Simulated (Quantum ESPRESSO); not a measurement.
# Cu (Fm-3m) in Quantum ESPRESSO: band structure with PBEsol

Aim: the band structure of Cu with PBEsol.

Everything below comes from runs of Quantum ESPRESSO 7.5. Logs are shortened: lines on timing, memory, paths and dates and some standing lists are left out, and cuts for length are marked.

### Step 1. Starting point

The structure is cubic, space group Fm-3m (No. 225). The conventional cell has a = 3.615 Å, b = 3.615 Å, c = 3.615 Å, α = 90.00°, β = 90.00°, γ = 90.00°. Cu (site symmetry m-3m) has 12 Cu at 2.56 Å as nearest neighbours.

### Step 2. Band structure, PBEsol

pw.in reads:

```
&CONTROL
  calculation = 'scf'
  prefix = 'pwscf'
  outdir = './tmp'
  pseudo_dir = './pseudo'
  tprnfor = .true.
  tstress = .true.
  disk_io = 'low'
/
&SYSTEM
  ibrav = 0
  nat = 1
  ntyp = 1
  ecutwfc = 56
  ecutrho = 448
  nbnd = 16
  occupations = 'smearing'
  smearing = 'fd'
  degauss = 0.00367493
/
&ELECTRONS
  conv_thr = 2d-10
  electron_maxstep = 120
  mixing_beta = 0.5
/
ATOMIC_SPECIES
Cu    63.5460 cu_pbesol_v1.2.uspp.F.UPF
CELL_PARAMETERS angstrom
   0.0000000000    1.8075000000    1.8075000000
   1.8075000000    0.0000000000    1.8075000000
   1.8075000000    1.8075000000    0.0000000000
ATOMIC_POSITIONS crystal
Cu     0.0000000000    0.0000000000    0.0000000000
K_POINTS automatic
13 13 13 0 0 0
```

bands.in reads:

```
&CONTROL
  calculation = 'bands'
  prefix = 'pwscf'
  outdir = './tmp'
  pseudo_dir = './pseudo'
  disk_io = 'low'
  verbosity = 'high'
/
&SYSTEM
  ibrav = 0
  nat = 1
  ntyp = 1
  ecutwfc = 56
  ecutrho = 448
  nbnd = 16
  occupations = 'smearing'
  smearing = 'fd'
  degauss = 0.00367493
/
&ELECTRONS
  conv_thr = 1d-08
  electron_maxstep = 120
  mixing_beta = 0.5
  diago_full_acc = .true.
  startingwfc = 'random'
/
ATOMIC_SPECIES
Cu    63.5460 cu_pbesol_v1.2.uspp.F.UPF
CELL_PARAMETERS angstrom
   0.0000000000    1.8075000000    1.8075000000
   1.8075000000    0.0000000000    1.8075000000
   1.8075000000    1.8075000000    0.0000000000
ATOMIC_POSITIONS crystal
Cu     0.0000000000    0.0000000000    0.0000000000
K_POINTS crystal
60
 0.0000000000  0.0000000000  0.0000000000 1
 0.0625000000  0.0000000000  0.0625000000 1
 0.1250000000  0.0000000000  0.1250000000 1
 0.1875000000  0.0000000000  0.1875000000 1
 0.2500000000  0.0000000000  0.2500000000 1
 0.3125000000  0.0000000000  0.3125000000 1
 0.3750000000  0.0000000000  0.3750000000 1
 0.4375000000  0.0000000000  0.4375000000 1
 0.5000000000  0.0000000000  0.5000000000 1
 0.5000000000  0.0625000000  0.5625000000 1
 0.5000000000  0.1250000000  0.6250000000 1
 0.5000000000  0.1875000000  0.6875000000 1
 0.5000000000  0.2500000000  0.7500000000 1
 0.4375000000  0.3125000000  0.7500000000 1
 0.3750000000  0.3750000000  0.7500000000 1
 0.3375000000  0.3375000000  0.6750000000 1
 0.3000000000  0.3000000000  0.6000000000 1
 0.2625000000  0.2625000000  0.5250000000 1
 0.2250000000  0.2250000000  0.4500000000 1
 0.1875000000  0.1875000000  0.3750000000 1
 0.1500000000  0.1500000000  0.3000000000 1
 0.1125000000  0.1125000000  0.2250000000 1
 0.0750000000  0.0750000000  0.1500000000 1
 0.0375000000  0.0375000000  0.0750000000 1
 0.0000000000  0.0000000000  0.0000000000 1
 0.0625000000  0.0625000000  0.0625000000 1
 0.1250000000  0.1250000000  0.1250000000 1
 0.1875000000  0.1875000000  0.1875000000 1
 0.2500000000  0.2500000000  0.2500000000 1
 0.3125000000  0.3125000000  0.3125000000 1
 0.3750000000  0.3750000000  0.3750000000 1
 0.4375000000  0.4375000000  0.4375000000 1
 0.5000000000  0.5000000000  0.5000000000 1
 0.5250000000  0.4500000000  0.5250000000 1
 0.5500000000  0.4000000000  0.5500000000 1
 0.5750000000  0.3500000000  0.5750000000 1
 0.6000000000  0.3000000000  0.6000000000 1
 0.6250000000  0.2500000000  0.6250000000 1
 0.5833333333  0.2500000000  0.6666666667 1
 0.5416666667  0.2500000000  0.7083333333 1
 0.5000000000  0.2500000000  0.7500000000 1
 0.5000000000  0.2857142857  0.7142857143 1
 0.5000000000  0.3214285714  0.6785714286 1
 0.5000000000  0.3571428571  0.6428571429 1
 0.5000000000  0.3928571429  0.6071428571 1
 0.5000000000  0.4285714286  0.5714285714 1
 0.5000000000  0.4642857143  0.5357142857 1
 0.5000000000  0.5000000000  0.5000000000 1
 0.4821428571  0.4821428571  0.5357142857 1
 0.4642857143  0.4642857143  0.5714285714 1
 0.4464285714  0.4464285714  0.6071428571 1
 0.4285714286  0.4285714286  0.6428571429 1
 0.4107142857  0.4107142857  0.6785714286 1
 0.3928571429  0.3928571429  0.7142857143 1
 0.3750000000  0.3750000000  0.7500000000 1
 0.6250000000  0.2500000000  0.6250000000 1
 0.5937500000  0.1875000000  0.5937500000 1
 0.5625000000  0.1250000000  0.5625000000 1
 0.5312500000  0.0625000000  0.5312500000 1
 0.5000000000  0.0000000000  0.5000000000 1
```

Potentials or basis: GBRV 1.5 PBEsol.

Started as:

```console
OMP_NUM_THREADS=1 mpirun -n 2 pw.x -nk 2 -in pw.in > pw.out
OMP_NUM_THREADS=1 mpirun -n 2 pw.x -nk 2 -in bands.in > bands.out
```

pw.out:

```text
This program is part of the open-source Quantum ESPRESSO suite
     for quantum simulation of materials; please cite
         "P. Giannozzi et al., J. Phys.:Condens. Matter 21 395502 (2009);
         "P. Giannozzi et al., J. Phys.:Condens. Matter 29 465901 (2017);
         "P. Giannozzi et al., J. Chem. Phys. 152 154105 (2020);
     in publications or presentations arising from this work. More details at

     Message from routine setup:
     using ibrav=0 with symmetry is DISCOURAGED, use correct ibrav instead

     K-points division:     npool     =       2
     Subspace diagonalization in iterative solution of the eigenvalue problem:
     a serial algorithm will be used

     G-vector sticks info
     --------------------
     sticks:   dense  smooth     PW     G-vecs:    dense   smooth      PW
     Sum         721     361    121                12675     4573     893

     Using Slab Decomposition

     bravais-lattice index     =            0
     lattice parameter (alat)  =       4.8305  a.u.
     unit-cell volume          =      79.7006 (a.u.)^3
     number of atoms/cell      =            1
     number of atomic types    =            1
     number of electrons       =        19.00
     number of Kohn-Sham states=           16
     kinetic-energy cutoff     =      56.0000  Ry
     charge density cutoff     =     448.0000  Ry
     scf convergence threshold =      2.0E-10
     mixing beta               =       0.5000
     number of iterations used =            8  plain     mixing
     Exchange-correlation= SLA  PW   PSX  PSC
                           (   1   4  10   8   0   0   0)

     celldm(1)=   4.830501  celldm(2)=   0.000000  celldm(3)=   0.000000
     celldm(4)=   0.000000  celldm(5)=   0.000000  celldm(6)=   0.000000

     crystal axes: (cart. coord. in units of alat)
               a(1) = (   0.000000   0.707107   0.707107 )
               a(2) = (   0.707107   0.000000   0.707107 )
               a(3) = (   0.707107   0.707107   0.000000 )

     reciprocal axes: (cart. coord. in units 2 pi/alat)
               b(1) = ( -0.707107  0.707107  0.707107 )
               b(2) = (  0.707107 -0.707107  0.707107 )
               b(3) = (  0.707107  0.707107 -0.707107 )

     PseudoPot. # 1 for Cu read from file:
     cu_pbesol_v1.2.uspp.F.UPF
     Pseudo is Ultrasoft + core correction, Zval = 19.0
     Generated by new atomic code, or converted to UPF format
     Using radial grid of  867 points,  6 beta functions with:
                l(1) =   0
                l(2) =   0
                l(3) =   1
                l(4) =   1
                l(5) =   2
                l(6) =   2
     Q(r) pseudized with  8 coefficients,  rinner =    1.150   1.150   1.150
                                                       1.150   1.150

     atomic species   valence    mass     pseudopotential
     Cu               19.00    63.54600     Cu( 1.00)

     48 Sym. Ops., with inversion, found

   Cartesian axes

     site n.     atom                  positions (alat units)
         1        Cu     tau(   1) = (   0.0000000   0.0000000   0.0000000  )

     number of k points=    84  Fermi-Dirac smearing, width (Ry)=  0.0037
                       cart. coord. in units 2pi/alat
        k(    1) = (   0.0000000   0.0000000   0.0000000), wk =   0.0009103
        k(    2) = (   0.0543928   0.0543928  -0.0543928), wk =   0.0072827
        k(    3) = (   0.1087857   0.1087857  -0.1087857), wk =   0.0072827
        k(    4) = (   0.1631785   0.1631785  -0.1631785), wk =   0.0072827
        k(    5) = (   0.2175713   0.2175713  -0.2175713), wk =   0.0072827
        k(    6) = (   0.2719641   0.2719641  -0.2719641), wk =   0.0072827
[... 76 lines left out ...]
        k(   83) = (   0.0000000  -0.4351426   0.6527140), wk =   0.0218480
        k(   84) = (  -0.0543928  -0.3807498   0.7071068), wk =   0.0218480

     Dense  grid:    12675 G-vectors     FFT dimensions: (  36,  36,  36)

     Smooth grid:     4573 G-vectors     FFT dimensions: (  24,  24,  24)

     Check: negative core charge=   -0.000002

     Initial potential from superposition of free atoms

     starting charge      18.0000, renormalised to      19.0000
     Starting wfcs are   13 randomized atomic wfcs +    3 random wfcs

     Self-consistent Calculation

     iteration #  1     ecut=    56.00 Ry     beta= 0.50
     Davidson diagonalization with overlap
     ethr =  1.00E-02,  avg # of iterations =  6.0

     total energy              =    -400.78541226 Ry
     estimated scf accuracy    <       5.43076306 Ry

     iteration #  2     ecut=    56.00 Ry     beta= 0.50
     Davidson diagonalization with overlap
     ethr =  1.00E-02,  avg # of iterations =  3.0

     total energy              =    -402.94648612 Ry
     estimated scf accuracy    <       5.85648097 Ry

     iteration #  3     ecut=    56.00 Ry     beta= 0.50
     Davidson diagonalization with overlap
     ethr =  1.00E-02,  avg # of iterations =  2.0

     total energy              =    -403.52527344 Ry
     estimated scf accuracy    <       0.30187481 Ry

     iteration #  4     ecut=    56.00 Ry     beta= 0.50
     Davidson diagonalization with overlap
     ethr =  1.59E-03,  avg # of iterations =  1.1

     total energy              =    -403.54020838 Ry
     estimated scf accuracy    <       0.11098802 Ry

     iteration #  5     ecut=    56.00 Ry     beta= 0.50
     Davidson diagonalization with overlap
     ethr =  5.84E-04,  avg # of iterations =  1.2

     total energy              =    -403.48433241 Ry
     estimated scf accuracy    <       0.15667122 Ry

     iteration #  6     ecut=    56.00 Ry     beta= 0.50
     Davidson diagonalization with overlap
     ethr =  5.84E-04,  avg # of iterations =  2.0

     total energy              =    -403.51295811 Ry
     estimated scf accuracy    <       0.00214807 Ry

     iteration #  7     ecut=    56.00 Ry     beta= 0.50
     Davidson diagonalization with overlap
     ethr =  1.13E-05,  avg # of iterations =  2.9
[... 32 lines left out ...]
     iteration # 12     ecut=    56.00 Ry     beta= 0.50
     Davidson diagonalization with overlap
     ethr =  3.79E-08,  avg # of iterations =  1.0

     total energy              =    -403.51268548 Ry
     estimated scf accuracy    <       0.00000277 Ry

     iteration # 13     ecut=    56.00 Ry     beta= 0.50
     Davidson diagonalization with overlap
     ethr =  1.46E-08,  avg # of iterations =  1.0

     total energy              =    -403.51268533 Ry
     estimated scf accuracy    <       0.00000130 Ry

     iteration # 14     ecut=    56.00 Ry     beta= 0.50
     Davidson diagonalization with overlap
     ethr =  6.85E-09,  avg # of iterations =  1.0

     total energy              =    -403.51268521 Ry
     estimated scf accuracy    <       0.00000050 Ry

     iteration # 15     ecut=    56.00 Ry     beta= 0.50
     Davidson diagonalization with overlap
     ethr =  2.62E-09,  avg # of iterations =  1.0

     total energy              =    -403.51268528 Ry
     estimated scf accuracy    <          9.0E-10 Ry

     iteration # 16     ecut=    56.00 Ry     beta= 0.50
     Davidson diagonalization with overlap
     ethr =  4.72E-12,  avg # of iterations =  3.8

     End of self-consistent calculation

          k = 0.0000 0.0000 0.0000 (   537 PWs)   bands (ev):

   -96.3397 -53.8199 -53.8199 -53.8199   6.4292  12.8880  12.8880  12.8880
    13.7243  13.7243  38.4463  41.0406  41.0406  41.0406  43.5619  43.5619

          k = 0.0544 0.0544-0.0544 (   549 PWs)   bands (ev):

   -96.3389 -53.8261 -53.8208 -53.8208   6.6449  12.8417  12.9284  12.9284
    13.7087  13.7087  37.0104  39.3550  40.4345  40.4345  44.4678  44.4678

          k = 0.1088 0.1088-0.1088 (   552 PWs)   bands (ev):

   -96.3366 -53.8435 -53.8234 -53.8234   7.2774  12.7283  13.0159  13.0159
    13.6941  13.6941  33.1601  38.9352  39.5221  39.5221  45.4128  45.8963

          k = 0.1632 0.1632-0.1632 (   564 PWs)   bands (ev):

   -96.3335 -53.8680 -53.8271 -53.8271   8.2694  12.6274  13.0527  13.0527
    13.7694  13.7694  29.2403  38.4736  38.7838  38.7838  44.7756  45.4279

          k = 0.2176 0.2176-0.2176 (   568 PWs)   bands (ev):

   -96.3301 -53.8939 -53.8310 -53.8310   9.4518  12.7165  12.9964  12.9964
    13.9581  13.9581  25.5938  37.8556  38.2744  38.2744  43.0332  43.0332

          k = 0.2720 0.2720-0.2720 (   565 PWs)   bands (ev):

   -96.3273 -53.9154 -53.8343 -53.8343  10.3879  12.9133  12.9133  13.3686
    14.1622  14.1622  22.3802  37.2963  37.9791  37.9791  41.7302  41.7302

          k = 0.3264 0.3264-0.3264 (   571 PWs)   bands (ev):

   -96.3257 -53.9275 -53.8361 -53.8361  10.7462  12.8596  12.8596  14.2887
    14.2887  14.5304  20.0358  36.9749  37.8559  37.8559  41.0308  41.0308

          k = 0.1088-0.0000 0.0000 (   556 PWs)   bands (ev):

   -96.3386 -53.8259 -53.8223 -53.8223   6.7166  12.8020  12.9567  12.9567
    13.6467  13.7557  37.6052  38.8789  38.8789  39.9870  45.0151  45.8526

          k = 0.1632 0.0544-0.0544 (   557 PWs)   bands (ev):

   -96.3369 -53.8389 -53.8253 -53.8240   7.2097  12.6939  13.0422  13.0461
    13.5764  13.7839  34.6290  37.6030  37.9339  40.8192  43.8841  45.6257
[... 346 lines left out ...]
          k =-0.1088-0.4351 0.6527 (   565 PWs)   bands (ev):

   -96.3216 -53.9046 -53.8789 -53.8564  11.6972  12.0157  12.6846  13.7641
    14.3235  18.7001  23.0732  26.2358  26.7498  40.2063  43.9134  46.8915

          k =-0.0544-0.3807 0.5983 (   561 PWs)   bands (ev):

   -96.3214 -53.8993 -53.8869 -53.8556  11.8628  12.1016  12.5215  13.6601
    14.3186  20.2725  21.2268  25.2947  27.5198  40.7731  44.8970  47.9165

          k = 0.0000-0.3264 0.5439 (   565 PWs)   bands (ev):

   -96.3221 -53.9004 -53.8827 -53.8518  11.8724  12.2679  12.2734  13.6711
    14.1957  18.1980  23.4184  25.1906  28.7147  41.4974  43.4777  47.2681

          k =-0.0544-0.4895 0.7071 (   570 PWs)   bands (ev):

   -96.3210 -53.9100 -53.8745 -53.8611  11.4640  11.8140  13.1484  13.9299
    14.4220  18.9851  24.1671  25.0185  26.1611  38.9038  41.3331  49.6593

          k = 0.0000-0.4351 0.6527 (   562 PWs)   bands (ev):

   -96.3209 -53.9030 -53.8836 -53.8604  11.6505  11.9840  12.8258  13.7741
    14.4203  20.6026  22.6865  23.8195  26.4542  40.0583  44.2046  47.6464

          k =-0.0544-0.3807 0.7071 (   556 PWs)   bands (ev):

   -96.3210 -53.8972 -53.8883 -53.8608  11.7533  12.2320  12.4727  13.6937
    14.4214  20.7277  22.6865  24.6767  25.1183  43.0232  43.9047  46.0774

     the Fermi energy is    16.0549 ev

!    total energy              =    -403.51268528 Ry
     estimated scf accuracy    <          5.7E-11 Ry
     smearing contrib. (-TS)   =      -0.00019909 Ry
     internal energy E=F+TS    =    -403.51248619 Ry

     The total energy is F=E-TS. E is the sum of the following terms:
     one-electron contribution =    -268.18335805 Ry
     hartree contribution      =     145.34645533 Ry
     xc contribution           =     -38.39070562 Ry
     ewald contribution        =    -242.28487785 Ry

     convergence has been achieved in  16 iterations

     Forces acting on atoms (cartesian axes, Ry/au):

     atom    1 type  1   force =     0.00000000    0.00000000    0.00000000

     Total force =     0.000000     Total SCF correction =     0.000000

     Computing stress (Cartesian axis) and pressure

          total   stress  (Ry/bohr**3)                   (kbar)     P=      -65.80
  -0.00044729   0.00000000   0.00000000          -65.80        0.00        0.00
   0.00000000  -0.00044729   0.00000000            0.00      -65.80        0.00
   0.00000000   0.00000000  -0.00044729            0.00        0.00      -65.80

=------------------------------------------------------------------------------=
   JOB DONE.
=------------------------------------------------------------------------------=
```

Wall time 9.4 s (2 MPI ranks of Intel Xeon 6975P-C (Granite Rapids), shared host); peak memory 0.18 GiB.

Results:

| Property | Result |
| --- | --- |
| Free energy | -5490.0698 eV |
| Pressure | -6.6 GPa |
| Band gap on the k mesh | none (metal or under the smearing width) |

Levels at the corners of the path, in eV from the Fermi level:
```
point  band 5  band 6  band 7  band 8  band 9  band 10  band 11  band 12  band 13  band 14
    Γ   -9.63   -3.17   -3.17   -3.17   -2.33    -2.33    22.39    24.99    24.99    24.99
    X   -5.06   -4.58   -1.77   -1.60   -1.60     1.23     6.94    12.80    12.80    17.47
    W   -4.31   -3.69   -3.69   -2.38   -1.60     5.99     5.99     8.14     8.54    28.02
    K   -4.47   -4.23   -2.92   -2.20   -1.80     4.11     5.52     7.64    14.90    19.11
    Γ   -9.63   -3.17   -3.17   -3.17   -2.33    -2.33    22.39    24.99    24.99    24.99
    L   -5.27   -3.20   -3.20   -1.75   -1.75    -1.26     3.58    20.88    21.79    21.79
    U   -4.47   -4.23   -2.92   -2.20   -1.80     4.11     5.52     7.64    14.90    19.11
    W   -4.31   -3.69   -3.69   -2.38   -1.60     5.99     5.99     8.14     8.54    28.02
    L   -5.27   -3.20   -3.20   -1.75   -1.75    -1.26     3.58    20.88    21.79    21.79
    K   -4.47   -4.23   -2.92   -2.20   -1.80     4.11     5.52     7.64    14.90    19.11
    U   -4.47   -4.23   -2.92   -2.20   -1.80     4.11     5.52     7.64    14.90    19.11
    X   -5.06   -4.58   -1.77   -1.60   -1.60     1.23     6.94    12.80    12.80    17.47
```

### Step 3. The reference run

An earlier run on the cell as given: functional PBEsol; potentials or basis GBRV 1.5 PBEsol; cutoff 762 eV; density cutoff 6095 eV; k mesh 13 × 13 × 13; occupations fermi-dirac, width 0.05 eV; no spin polarisation.

- Pressure: -6.6 GPa
- Band gap on the k mesh: none (metal or under the smearing width)
